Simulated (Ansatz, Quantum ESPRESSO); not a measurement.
## AlN (111), zinc blende: biaxial strain and the free axis

A thin film takes the in-plane lattice of its substrate and is free along the normal. How do the free axis and the stress follow the misfit? The strained cell has c along the film normal; unstrained it is a = 3.0952 Å, b = 3.0952 Å, c = 7.5816 Å, α = 90.00°, β = 90.00°, γ = 120.00°, with 6 atoms.

Calculated with Ansatz 0.2.0, PBEsol, PAW files of the set soft_1, cutoff 600 eV, Fermi–Dirac smearing 0.02 eV, k-mesh 10×10×4, no spin polarisation, no spin-orbit coupling.

Relaxed positions at 0 %:

```csv
atom,x,y,z
Al,0.0000,0.0000,0.0000
Al,0.3333,0.6667,0.3333
Al,0.6667,0.3333,0.6667
N,0.0000,0.0000,0.7500
N,0.3333,0.6667,0.0833
N,0.6667,0.3333,0.4167
```

| ε∥ (%) | a (Å) | c (Å) | ε⊥ (%) | σ (GPa, tension positive) |
| --- | --- | --- | --- | --- |
| −3 | 3.0023 | 7.6675 | 1.132 | −16.43 |
| −2 | 3.0333 | 7.6385 | 0.750 | −10.57 |
| 0 | 3.0952 | 7.5816 | 0.000 | 0.00 |
| 1 | 3.1261 | 7.5539 | −0.366 | 4.73 |
| 2 | 3.1571 | 7.5266 | −0.727 | 9.10 |
| 3 | 3.1881 | 7.4997 | −1.081 | 13.13 |

**Question.** Fit both responses and give the free strain and the stress at −1 %, a row left out above.

Least squares with y = y0 + y1 ε + y2 ε² (ε in %) gives ε⊥ = 0.000 + (−0.3690) ε + (0.0028) ε² and σ = 0.00 + (4.924) ε + (−0.183) ε² GPa. The linear terms put the ratio of free to applied strain at −0.369 and the biaxial modulus at 492 GPa.

At −1 % the free strain comes out as 0.372 %. The run itself gives 0.373 %, so the estimate misses by 0.001 %, a rounding's worth.

The stress comes out as −5.11 GPa. The run itself gives −5.10 GPa, so the estimate misses by 0.01 GPa, a rounding's worth.

The negative ε² term means that the crystal stiffens in compression and softens in tension.

The same fit over all rows at other levels or in other programs gives the strain ratio = −0.371 with PBEsol (Quantum ESPRESSO, GBRV) and −0.359 with PBEsol (Quantum ESPRESSO, PseudoDojo).

[Logs are printed without paths, hosts, clocks, repeated set-up lines and the standing remarks that a program may print on its own settings, such as how far it seeks lower states.]
